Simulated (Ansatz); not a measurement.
PbS: frozen-core PAW against all-electron methods

```
Pb S
1.0
    -0.04448    2.96500    2.96500
     2.96500   -0.04448    2.96500
     2.92053    2.92053    0.00000
Pb S
1 1
Direct
  0.00000 0.00000 0.00000
  0.50000 0.50000 0.50000
```

Atoms are numbered in the order listed.

Conventional cell: a = 4.130 Å, b = 4.256 Å, c = 5.930 Å, α = 90.00°, β = 90.00°, γ = 90.00°. Around Pb (atom 1) lie 6 S at 2.96 to 2.97 Å. S (atom 2) has 6 Pb at 2.96 to 2.97 Å as nearest neighbours.

The cell comes from COD entry 9000001, which wasn't checked; take it as a given geometry. The listed cell was then made from it by scaling, straining or moving an atom.

No spin–orbit coupling, which matters for the heavy atoms here.

Methods: DFT, PBE, PAW with Ansatz's default frozen-core files, scalar-relativistic (Ansatz 0.2.0); DFT, PBE, all-electron PAW with datasets made for the crystal, scalar-relativistic (Ansatz 0.2.0); DFT, PBE, all-electron LAPW, scalar-relativistic (Ansatz 0.2.0).

For PAW: a Γ-centred 7×7×7 k mesh, Fermi–Dirac smearing of 0.01 eV, cutoff 420 eV, no spin polarisation. The crystal-made all-electron datasets (AE datasets) take a cutoff of 260 eV at this cell. LAPW targets a basis error of 0.25 meV/atom. The Ansatz runs share mesh, smearing and spin set-up. Plane-wave (PAW) pressures include the program's estimate of the Pulay term.

Stress and pressure are positive in compression.

The change that made this cell: xy engineering shear strain of -3 %.

```
       quantity    PAW  AE datasets   LAPW
 pressure (GPa)   2.22         2.23   2.23
stress xy (GPa)   0.58         0.58   0.58
  band gap (eV)  0.817        0.816  0.816
```

PAW's pressure differs from the LAPW value by about 0.01 GPa or less.
